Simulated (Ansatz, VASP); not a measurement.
## One calculation of Ni, two programs

The input INCAR:

```
PREC = Accurate
ENCUT = 520
EDIFF = 1E-7
ISMEAR = -1
SIGMA = 0.05
LREAL = False
LASPH = True
NELM = 150
ALGO = Normal
ISIF = 2
LWAVE = False
LCHARG = True
ISPIN = 2
MAGMOM = 2
LORBIT = 11
LMAXMIX = 4
GGA = PE
LELF = True
LVHAR = True
NBANDS = 15
```

Contents of KPOINTS:

```
regular mesh
0
Gamma
  14 14 14
```

File POSCAR:

```
Ni
1.0
    0.0000000000      1.7721000000      1.7721000000
    1.7721000000      0.0000000000      1.7721000000
    1.7721000000      1.7721000000      0.0000000000
Ni
1
Direct
    0.0000000000      0.0000000000      0.0000000000
```

Input for Ansatz:

```yaml
crystal:
  lattice:
    - [0.0, 1.7721, 1.7721]
    - [1.7721, 0.0, 1.7721]
    - [1.7721, 1.7721, 0.0]
  atoms:
    - { symbol: Ni, position: [0.0, 0.0, 0.0], spin: 2.0 }
magnetization:
  spin_polarized: true
hamiltonian:
  xc: pbe
  pseudopotentials: { kind: paw }
basis:
  ecutwfc: 420
kpoints:
  mp_grid: { grid: [14, 14, 14] }
scf:
  occupations: { method: fermi_dirac, width: 0.05 }
  lower_state_search: "off"
  algorithm: density_mixing
  max_iter: 50
  mixing: { algorithm: broyden, beta: 0.7, preconditioner: kerker_dos }
output:
  forces: true
  stress: true
```

Alike in both runs: task single point; functional PBE; k mesh 14 × 14 × 14; occupations fermi-dirac, width 0.05 eV; collinear spin.

```csv
,VASP,Ansatz
version,VASP 6.6.1,Ansatz 0.2.0
potentials or method,"VASP PAW PBE potentials, release 64 (Ni)","PAW, plane waves, scalar-relativistic"
plane-wave cutoff (eV),520,420
valence electrons in the cell,10,18
```

Ansatz gave:

| Property | Result |
| --- | --- |
| pressure (GPa) | -4.0 |
| net moment per atom (μB) | 0.64 |
| size of the moment on the site where the two differ most (μB) | 0.68 |

Question: What did VASP give for the same quantities?

Answer: Pressure (GPa): -4.1; net moment per atom (μB): 0.61; size of the moment on the site where the two differ most (μB): 0.62.

Site moments also hang on the region over which each program counts them. The two sets of potentials don't hold the same shells in valence. Ansatz warned: «stability_check_not_made».
